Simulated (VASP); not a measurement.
# Pt (Fm-3m) in VASP: further runs

One crystal, Pt, is run at these levels: PBEsol; tasks: relaxation of cell and atoms.

Program: VASP 6.6.1. These are calculated values, not measurements. Logs are shortened: lines on timing, memory, paths and dates and some standing lists are left out, and cuts for length are marked.

## (1) The structure

It takes space group Fm-3m (No. 225, cubic). The conventional cell has a = 3.922 Å, b = 3.922 Å, c = 3.922 Å, α = 90.00°, β = 90.00°, γ = 90.00°. Around Pt (site symmetry m-3m) lie 12 Pt at 2.77 Å.

## (2) Relaxation of cell and atoms, PBEsol

INCAR reads:

```
SYSTEM = Pt
PREC = Accurate
ENCUT = 600
EDIFF = 1E-6
ISMEAR = 1
SIGMA = 0.1
LREAL = .FALSE.
LASPH = .TRUE.
NELM = 80
ALGO = Normal
ISIF = 3
LWAVE = .FALSE.
LCHARG = .FALSE.
GGA = PS
IBRION = 2
NSW = 90
EDIFFG = -0.01
```

KPOINTS reads:

```
regular mesh
0
G
  16 16 16
  0 0 0
```

POSCAR reads:

```
Pt
1.0
    0.0000000000      1.9609000000      1.9609000000
    1.9609000000      0.0000000000      1.9609000000
    1.9609000000      1.9609000000      0.0000000000
Pt
1
Direct
    0.0000000000      0.0000000000      0.0000000000
```

Potentials or basis: VASP PAW PBE potentials, release 64 (Pt).

Run with:

```console
cat potpaw_PBE.64/Pt/POTCAR > POTCAR
mpirun -np 1 vasp_std > vasp.out
```

OUTCAR:

```text
SYSTEM = Pt
   PREC = Accurate
   ENCUT = 600
   EDIFF = 1E-6
   ISMEAR = 1
   LREAL = .FALSE.
   LASPH = .TRUE.
   NELM = 80
   ISIF = 3
   GGA = PS
   IBRION = 2
   NSW = 90
   EDIFFG = -0.01

 ion  position               nearest neighbor table
   1  0.000  0.000  0.000-

  LATTYP: Found a face centered cubic cell.
 ALAT       =     3.9218000000

  Lattice vectors:

 A1 = (   0.0000000000,   1.9609000000,   1.9609000000)
 A2 = (   1.9609000000,   0.0000000000,   1.9609000000)
 A3 = (   1.9609000000,   1.9609000000,   0.0000000000)

Analysis of symmetry for initial positions (statically):
=====================================================================
 Subroutine PRICEL returns:
 Original cell was already a primitive cell.

 Routine SETGRP: Setting up the symmetry group for a
 face centered cubic supercell.

 Subroutine GETGRP returns: Found 48 space group operations
 (whereof 48 operations were pure point group operations)
 out of a pool of 48 trial point group operations.

The static configuration has the point symmetry O_h .

Analysis of symmetry for dynamics (positions and initial velocities):
=====================================================================
 Subroutine PRICEL returns:
 Original cell was already a primitive cell.

 Routine SETGRP: Setting up the symmetry group for a
 face centered cubic supercell.

 Subroutine GETGRP returns: Found 48 space group operations
 (whereof 48 operations were pure point group operations)
 out of a pool of 48 trial point group operations.

The dynamic configuration has the point symmetry O_h .

 Subroutine INISYM returns: Found 48 space group operations
 (whereof 48 operations are pure point group operations),
 and found     1 'primitive' translations

----------------------------------------------------------------------------------------

                                     Primitive cell

  volume of cell :      15.0798

  direct lattice vectors                    reciprocal lattice vectors
     0.000000000  1.960900000  1.960900000    -0.254984956  0.254984956  0.254984956
     1.960900000  0.000000000  1.960900000     0.254984956 -0.254984956  0.254984956
     1.960900000  1.960900000  0.000000000     0.254984956  0.254984956 -0.254984956

  length of vectors
     2.773131374  2.773131374  2.773131374     0.441646899  0.441646899  0.441646899

  position of ions in fractional coordinates (direct lattice)
     0.000000000  0.000000000  0.000000000

[... 95 lines left out ...]
     AMIX_MAG =   1.60;   BMIX_MAG =  1.00
  volume/ion in A,a.u.               =      15.08       101.76
  Fermi-wavevector in a.u.,A,eV,Ry     =   1.427609  2.697791 27.729605  2.038068
  Thomas-Fermi vector in A             =   2.547760
   LORBIT       =      0    0 simple, 1 ext, 2 COOP (PROOUT), +10 PAW based schemes
   GGA     = PS    functional components
   LHFCALC =     F    Hartree Fock is set to
   AEXX    =    0.0000 exact exchange contribution
   IVDW    =     0    specifies the selected vdW correction
   LEPSILON=     F    determine dielectric tensor
   LRPA    =     F    only Hartree local field effects (RPA)
 conjugate gradient relaxation of ions
 non-spin polarized calculation
 Methfessel and Paxton  Order N= 1 SIGMA  =   0.10
  energy-cutoff  :      600.00
  volume of cell :       15.08
 maximum number of plane-waves:       531
 NGX is ok and might be reduce to    24
   NGX = 11   NGY = 11   NGZ = 11

--------------------------------------- Ionic step        1  -------------------------------------------

 number of electron      10.0000000 magnetization

 Free energy of the ion-electron system (eV)
  ---------------------------------------------------
  ext. energy  EPLUGINS =         0.00000000
  ---------------------------------------------------
  free energy    TOTEN  =        -6.96164863 eV

  energy without entropy =       -6.96084148  energy(sigma->0) =       -6.96137958

------------------------ aborting loop because EDIFF is reached ----------------------------------------

  FORCE on cell =-STRESS in cart. coord.  units (eV):
  Direction    XX          YY          ZZ          XY          YZ          ZX
  --------------------------------------------------------------------------------------
  -------------------------------------------------------------------------------------
  Total       -0.1221605     -0.1221605     -0.1221605     -0.0000000      0.0000000      0.0000000
  in kB      -12.9791160    -12.9791160    -12.9791160     -0.0000000      0.0000000      0.0000000
  external PRESSURE =     -12.9791160 kB  Pullay stress =       0.0000000 kB
[... 57 lines left out ...]
--------------------------------------- Ionic step        3  -------------------------------------------

 number of electron       9.9999999 magnetization

 Free energy of the ion-electron system (eV)
  ---------------------------------------------------
  ext. energy  EPLUGINS =         0.00000000
  ---------------------------------------------------
  free energy    TOTEN  =        -6.96192981 eV

  energy without entropy =       -6.96114206  energy(sigma->0) =       -6.96166722

 E-fermi :  11.1593     XC(G=0): -13.6561

 val. band max:       11.1532801078   @ k =  -0.4375   0.1250   0.0625
 cond. band min:      11.1843548493   @ k =  -0.4375   0.3125   0.0000
 fundamental gap:      0.0310747415
 Fermi energy:        11.1593131045

 k-point     1 :       0.0000    0.0000    0.0000
  band No.  band energies     occupation
      1       0.8374      2.00000
      2       7.3469      2.00000
      3       7.3469      2.00000
      4       7.3469      2.00000
      5       9.5426      2.00000
      6       9.5426      2.00000
      7      25.7968      0.00000
      8      30.7815      0.00000
      9      30.7815      0.00000
[... 265 lines left out ...]
 k-point    24 :      -0.0625    0.0625    0.0000
  band No.  band energies     occupation
      1       1.2537      2.00000
      2       7.1434      2.00000
      3       7.4980      2.00000
      4       7.5425      2.00000
      5       9.3467      2.00000
      6       9.5691      2.00000
      7      26.4344      0.00000
      8      29.1722      0.00000
      9      30.8540      0.00000

 [... further k-points ...]

------------------------ aborting loop because EDIFF is reached ----------------------------------------

  FORCE on cell =-STRESS in cart. coord.  units (eV):
  Direction    XX          YY          ZZ          XY          YZ          ZX
  --------------------------------------------------------------------------------------
  -------------------------------------------------------------------------------------
  Total        0.0002073      0.0002073      0.0002073      0.0000000      0.0000000     -0.0000000
  in kB        0.0221301      0.0221301      0.0221301      0.0000000      0.0000000     -0.0000000
  external PRESSURE =       0.0221301 kB  Pullay stress =       0.0000000 kB
[... 16 lines left out ...]
  FREE ENERGIE OF THE ION-ELECTRON SYSTEM (eV)
  ---------------------------------------------------
  free  energy   TOTEN  =        -6.9619298058 eV

  energy  without entropy=       -6.9611420617  energy(sigma->0) =       -6.96166722

 reached required accuracy - stopping structural energy minimisation
```

OSZICAR:

```text
N       E                     dE             d eps       ncg     rms          rms(c)
DAV:   1     0.411500995334E+02    0.41150E+02   -0.60118E+03  2642   0.117E+03
DAV:   2    -0.691541121277E+01   -0.48066E+02   -0.46224E+02  2779   0.200E+02
[... 20 lines left out ...]
DAV:   1    -0.697660438172E+01   -0.17078E-01   -0.34824E-01  2661   0.635E+00    0.842E-01
DAV:   2    -0.696273394855E+01    0.13870E-01   -0.41424E-02  2618   0.181E+00    0.358E-01
DAV:   3    -0.696189231098E+01    0.84164E-03   -0.41938E-03  2754   0.541E-01    0.186E-01
DAV:   4    -0.696192789420E+01   -0.35583E-04   -0.14024E-04  2909   0.915E-02    0.130E-02
DAV:   5    -0.696192958361E+01   -0.16894E-05   -0.21423E-06  3174   0.113E-02    0.319E-03
DAV:   6    -0.696192980579E+01   -0.22218E-06   -0.10044E-07  1324   0.236E-03
   3 F= -.69619298E+01 E0= -.69616672E+01  d E =-.281178E-03
```

Run time: 44 s. Hardware: 1 thread of Intel Xeon Platinum 8488C (Sapphire Rapids), shared host; peak memory 0.16 GiB.

Results:

| Quantity | Value |
| --- | --- |
| Free energy | -6.9619 eV |
| Relaxed volume | 15.01 Å³/atom |
| Relaxed cell | a = 2.769 Å, b = 2.769 Å, c = 2.769 Å, α = 60.00°, β = 60.00°, γ = 60.00° |
| Space group after relaxing (to 0.05 Å) | Fm-3m (No. 225) |
| Energy gained by relaxing | 0.3 meV/atom |
| Ionic steps | 3 |
| Pressure after relaxing | 0.0 GPa |
| Band gap on the k mesh | none (metal or under the smearing width) |

The path:
```tsv
step	energy change (eV)	largest force (eV/Å)	pressure (GPa)	volume (Å³)
1	0.0000	0.0000	-1.30	15.08
2	0.0021	0.0000	3.99	14.81
3	-0.0003	0.0000	0.00	15.01
```

Final structure:
```xyz
1
Lattice="0.0000 1.9579 1.9579 1.9579 0.0000 1.9579 1.9579 1.9579 0.0000" Properties=species:S:1:pos:R:3 pbc="T T T"
Pt    0.0000    0.0000    0.0000
```

Caveat: the PAW data sets were made with another functional, which shifts forces and pressure a little. The run has no spin-orbit coupling, so splittings on Pt are missing.

(Part 1 of 2 ends here.)
